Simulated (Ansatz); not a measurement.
Crystal: Sb.

```
CELL_PARAMETERS angstrom
3.35453 0.00000 0.00000
-1.67727 2.90511 0.00000
0.00000 0.00000 5.47016
ATOMIC_POSITIONS crystal
Sb 0.66667 0.33333 0.75000
Sb 0.33333 0.66667 0.25000
```

This isn't the form of Sb at room conditions, which is rhombohedral.

```yaml
Program: Ansatz 0.2.0
Task: relaxation of cell and atoms
Functional: PBEsol
Potentials_or_basis: Ansatz PAW
Cutoff: "420 eV (not typed: the program's choice for these potentials)"
k_mesh: 9 × 9 × 5
Occupations: fermi-dirac, width 0.05 eV
Spin: no spin polarisation
```

At the start: volume 26.65 Å³/atom.

Task: How do energy, volume and symmetry change on relaxing?

Result: It ends after 10 steps and the volume is 26.04 Å³/atom (-2.3 %); space group P6_3/mmc (No. 194, to 0.05 Å).

The path:
```tsv
step	energy change (eV)	largest force (eV/Å)	volume (Å³)
1	0.0000	0.0000	53.31
2	-0.0057	0.0000	51.32
3	-0.0073	0.0000	52.00
4	-0.0073	0.0000	51.98
5	-0.0075	0.0000	51.92
6	-0.0077	0.0000	51.89
7	-0.0077	0.0000	52.13
8	-0.0079	0.0000	52.11
9	-0.0079	0.0000	52.07
10	-0.0076	0.0000	52.07
```

Final structure:
```
CELL_PARAMETERS angstrom
3.35419 0.00000 0.00000
-1.67710 2.90482 0.00000
0.00000 0.00000 5.34434
ATOMIC_POSITIONS crystal
Sb 0.66667 0.33333 0.75000
Sb 0.33333 0.66667 0.25000
```

Caveat: the plane-wave basis is chosen anew once the cell has moved, so the energies of steps on either side of that aren't comparable; the PAW data sets come from PBE, with cores solved anew for the run's functional, which leaves a small shift of forces and pressure.
